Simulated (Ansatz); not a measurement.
Inside the gap of an insulator the Bloch states are evanescent, with a wavenumber k + iκ along the transport direction.

Consider the following.

```
GeO2
1.0
    7.54470     0.00000     0.00000
    2.62132     7.07469     0.00000
    1.64113    -4.10839     2.27849
Ge O
3 6
Direct
  0.44846   0.05154   0.60308
  0.55154   0.61513   0.61513
  0.00000   0.83333   0.28179
  0.69407   0.05061   0.44572
  0.39511   0.01624   0.92706
  0.91082   0.16719   0.86126
  0.60489   0.65043   0.95636
  0.08918   0.49947   0.10436
  0.30593   0.61606   0.70524
```

The cell is taken as given; by r2SCAN it stands under a pressure of -0.7 GPa.

Transport runs along the normal of the first two printed cell vectors, the (111) plane of the conventional cell.

The gap is the functional's own, uncorrected, and κ follows it; spin-orbit coupling is left out. Mid-gap means the computed energy nearest the middle.

Estimate the band gap and the smallest decay constant κ at mid-gap that r2SCAN (Ansatz, a quantum-chemistry and plane-wave program) returns for this system.

Gap 4.17 eV on a 14×14×14 mesh; κ = 0.350 1/Å, at the zone centre.
